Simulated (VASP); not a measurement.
Wanted: the native input for a VASP 6.6.1 run.

- Task: relaxation of the atoms
- Functional: PBE
- Dispersion: D3(BJ)
- Potentials or basis: VASP PAW PBE potentials, release 64 (Ag)
- Cutoff: 520 eV
- k mesh: 13 × 13 × 1
- Occupations: methfessel-paxton, width 0.1 eV
- Spin: no spin polarisation
- Dipole correction: yes
- Further INCAR settings: ALGO = Fast; EDIFF = 1e-06; IBRION = 2; EDIFFG = -0.02; NSW = 90

The structure of Ag lies in POSCAR:

```
Ag
1.0
    1.4523382500      2.5155236700      0.0000000000
   -2.9046765000      0.0000000000      0.0000000000
    0.0000000000      0.0000000000     30.4679631100
Ag
4
Direct
    0.0000000000      0.0000000000      0.3857115500
    0.6666670000      0.3333330000      0.4619038500
    0.3333330000      0.6666670000      0.5380961500
    1.0000000000      0.0000000000      0.6142884500
```

The cell was built by a generator and needn't be a form met in nature.

One way to write it, as run:

INCAR

```
  ALGO = Fast
  DIPOL = 0.5 0.5 0.500
  EDIFF = 1E-6
  EDIFFG = -0.02
  ENCUT = 520
  GGA = PE
  IBRION = 2
  IDIPOL = 3
  ISIF = 2
  ISMEAR = 1
  IVDW = 12
  LASPH = True
  LCHARG = False
  LDIPOL = True
  LREAL = False
  LWAVE = False
  NELM = 120
  NSW = 90
  PREC = Accurate
  SIGMA = 0.1
```

KPOINTS

```
k-points
0
Gamma
  13 13 1
```

Potentials or basis: VASP PAW PBE potentials, release 64 (Ag).

Command:

```sh
$ cat potpaw_PBE.64/Ag/POTCAR > POTCAR
$ mpirun -np 1 vasp_std > vasp.out
```

Results of the run:

* Energy gained by relaxing: 0.7 meV/atom
* Ionic steps: 8
* Largest force after relaxing: 0.008 eV/Å
* Band gap on the k mesh: none (metal or under the smearing width)
* Dispersion energy per atom: -0.445 eV

Run time: 6 min on 1 thread of Intel(R) Xeon(R) Platinum 8488C (Sapphire Rapids), with other jobs on the host, peak memory 0.44 GiB.
